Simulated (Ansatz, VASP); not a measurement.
**Two plane-wave programs on AlN**

INCAR

```
SYSTEM = AlN
PREC = Accurate ; ENCUT = 520
EDIFF = 1E-7 ; ISMEAR = 0
SIGMA = 0.02 ; LREAL = .FALSE.
LASPH = .TRUE. ; NELM = 100
ALGO = Normal ; ISIF = 2
LWAVE = .FALSE. ; LCHARG = .FALSE.
GGA = PS ; NBANDS = 11
```

KPOINTS

```
regular mesh
0
G
  10 10 10
  0 0 0
```

The input POSCAR:

```
AlN
1.0
    0.0000000000      2.1174691158      2.1174691158
    2.1174691158      0.0000000000      2.1174691158
    2.1174691158      2.1174691158      0.0000000000
Al N
1 1
Direct
    0.0000000000      0.0000000000      0.0000000000
    0.7500000000      0.7500000000      0.7500000000
```

Input for Ansatz:

```yaml
crystal:
  lattice:
    - [0.0, 2.1174691158, 2.1174691158]
    - [2.1174691158, 0.0, 2.1174691158]
    - [2.1174691158, 2.1174691158, 0.0]
  atoms:
    - { symbol: Al, position: [0.0, 0.0, 0.0] }
    - { symbol: "N", position: [0.75, 0.75, 0.75] }
basis:
  ecutwfc: 420
kpoints:
  mp_grid: { grid: [10, 10, 10] }
hamiltonian:
  xc: pbesol
scf:
  occupations: { method: gaussian, width: 0.02 }
output:
  forces: true
  stress: true
  eigenvalues: true
```

Alike in both runs: task single point; functional PBEsol; k mesh 10 × 10 × 10; occupations gaussian, width 0.02 eV; no spin polarisation.

|  | VASP | Ansatz |
| --- | --- | --- |
| version | VASP 6.6.1 | Ansatz 0.2.0 |
| potentials or method | VASP PAW PBE potentials, release 64 (Al, N) | scalar-relativistic, plane waves, PAW |
| plane-wave cutoff (eV) | 520 | 420 |
| valence electrons in the cell | 8 | 8 |

VASP gave:

```
gap on the k mesh at the Fermi level (eV) : 3.22
least direct gap on the mesh (eV)         : 4.98
pressure (GPa)                            : 24.3
```

Task: What did Ansatz give for the same quantities?

Result: gap on the k mesh at the Fermi level (eV): 3.23; least direct gap on the mesh (eV): 4.96; pressure (GPa): 24.1.

Caveats: so large a pressure means that the cell lies far from this level's equilibrium, or that cutoff or potentials fall short (VASP); the potentials were made for another functional, which shifts forces and pressure (VASP). A k mesh can miss the band edges.
